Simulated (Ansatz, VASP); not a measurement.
## BN in VASP and in Ansatz

```
B N
1.0
     0.00000    1.83371    1.83371
     1.83371    0.00000    1.83371
     1.83371    1.83371    0.00000
B N
1 1
Direct
  0.00000 0.00000 0.00000
  0.75000 0.75000 0.75000
```

Alike in both runs: task single point; functional PBE; k mesh 12 × 12 × 12; occupations gaussian, width 0.02 eV; no spin polarisation.

```csv
,VASP,Ansatz
version,VASP 6.6.1,Ansatz 0.2.0
potentials or method,"VASP PAW PBE potentials, release 64 (B, N)","scalar-relativistic, plane waves, PAW"
plane-wave cutoff (eV),520,420
valence electrons in the cell,8,8
```

```csv
,VASP,Ansatz,Ansatz less VASP
gap on the k mesh at the Fermi level (eV),4.41,4.42,+0.011
least direct gap on the mesh (eV),8.61,8.62,+0.010
pressure (GPa),-12.1,-12.2,-0.13
```

A k mesh can miss the band edges.
